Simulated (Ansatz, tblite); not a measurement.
BeSe: GFN2-xTB, run from Python

These are simulated results from tblite 0.8.0, not measurements. The cell began as a measured structure and was relaxed with r2SCAN in plane waves (Ansatz 0.2.0). All runs are without spin polarisation.

Space group F-43m (No. 216), cubic; a = 5.162 Å in the conventional setting, 17.19 Å³ an atom. Be has 4 Se at 2.24 Å; Se has 4 Be at 2.24 Å.

tblite solves periodic systems at the zone centre alone, so the script builds a cluster of 2×2×2 conventional cells (64 atoms), which folds in a coarse mesh of k points.

run.py reads:

```python
import json
from ase import Atoms
from ase.build import make_supercell
from ase.units import Bohr, GPa, Hartree
from tblite.interface import Calculator

atoms = Atoms(['Be', 'Se'],
              cell=[[-0.0, 2.581036, 2.581036], [2.581036, 0.0, 2.581036], [2.581036, 2.581036, 0.0]],
              scaled_positions=[[-0.0, 0.0, 0.0], [0.25, 0.25, 0.25]],
              pbc=True)
cluster = make_supercell(atoms, [[-2, 2, 2], [-2, -2, 2], [2, -2, 2]])
calc = Calculator('GFN2-xTB', cluster.numbers, cluster.positions / Bohr, lattice=cluster.cell[:] / Bohr, periodic=cluster.pbc)
calc.set('temperature', 0.02 / Hartree)
calc.set('max-iter', 150)
res = calc.singlepoint()
levels = res.get('orbital-energies') * Hartree
nv = round(res.get('orbital-occupations').sum() / 2)
cells = len(cluster) // len(atoms)
out = {'energy_per_cell': res.get('energy') * Hartree / cells, 'homo': levels[nv - 1], 'lumo': levels[nv],
       'stress': (-res.get('virial') * Hartree / cluster.get_volume() / GPa).tolist(), 'charges': res.get('charges')[:len(atoms)].tolist(), 'electrons': 2 * nv / cells}
json.dump(out, open('results.json', 'w'))
for key, value in out.items():
    print(key, value)
```

Command: `python run.py`. It took 5.8 s on 1 thread of Arm Neoverse V1, on a shared host, peak memory 0.11 GiB.

Output:

```
------------------------------------------------------------
  cycle        total energy    energy error   density error
------------------------------------------------------------
      1     -92.07695983182  -9.2499644E+01   4.3717613E-01
      2      1067.921393174   1.1599984E+03   1.7068303E+00
      3     -125.1460698783  -1.1930675E+03   2.3866374E-01
      4     -114.3332108351   1.0812859E+01   1.5863835E-01
      5     -125.9677618282  -1.1634551E+01   1.9743821E-02
      6     -125.9714211349  -3.6593067E-03   2.0016244E-02
      7     -125.9495721395   2.1848995E-02   9.1395386E-03
      8     -125.9633505093  -1.3778370E-02   6.9982753E-03
      9     -125.9820771275  -1.8726618E-02   3.0912437E-03
     10     -125.9843368040  -2.2596764E-03   1.9511321E-03
     11     -125.9857834520  -1.4466481E-03   5.9978968E-04
     12     -125.9859627047  -1.7925269E-04   3.5303108E-05
     13     -125.9859627087  -3.9624695E-09   1.5875198E-05
------------------------------------------------------------

 total:                                   5.061 sec
energy_per_cell -107.13289577865098
homo -7.656129746759095
lumo -1.6316879319849096
stress [[10.66690857776352, -1.6430042470219863e-06, 1.6430041563486905e-06], [-1.6430042466333707e-06, 10.666908577763516, 1.6430041504585258e-06], [1.6430041562533573e-06, 1.6430041509110606e-06, 10.66690857776351]]
charges [0.5110066781576909, -0.5110046410435911]
electrons 8.0
```

The cycle table is in hartree for the whole cluster, and the lines after it are in eV (the energy for one cell). The printed stress is in GPa and positive in compression, and the pressure is its mean diagonal.

GFN2-xTB gives a gap of 6.02 eV. On the same cell, plane-wave PBE (Ansatz, 8×8×8 k points and the special points) gives a gap of 2.66 eV and r2SCAN a gap of 3.12 eV; on shared hosts these took about 2 and 4.7 core-seconds on the 2-atom cell, against 5.8 for the script. Semilocal gaps usually lie below measured ones. xTB was fitted to molecules, so gaps, charges and pressures of solids can be far off, and the gap also depends on the size of the cluster.

The same script was run on cells scaled at fixed shape and fractional coordinates:

| volume (Å³/atom) | energy (meV/atom) | pressure (GPa, positive in compression) | gap (eV) |
| --- | --- | --- | --- |
| 15.13 | 226.3 | 26.13 | 5.89 |
| 16.16 | 88.7 | 17.14 | 5.99 |
| 17.19 | 0.0 | 10.67 | 6.02 |
| 18.23 | -53.0 | 5.88 | 6.01 |
| 19.26 | -79.0 | 2.26 | 5.95 |

The minimum lies beyond the largest of these volumes.

xTB was fitted mostly to molecules, and a small cluster samples few k points, so gaps, pressures and kinks along a curve can be far from a solid's.

The runs are scalar-relativistic, without spin-orbit coupling.
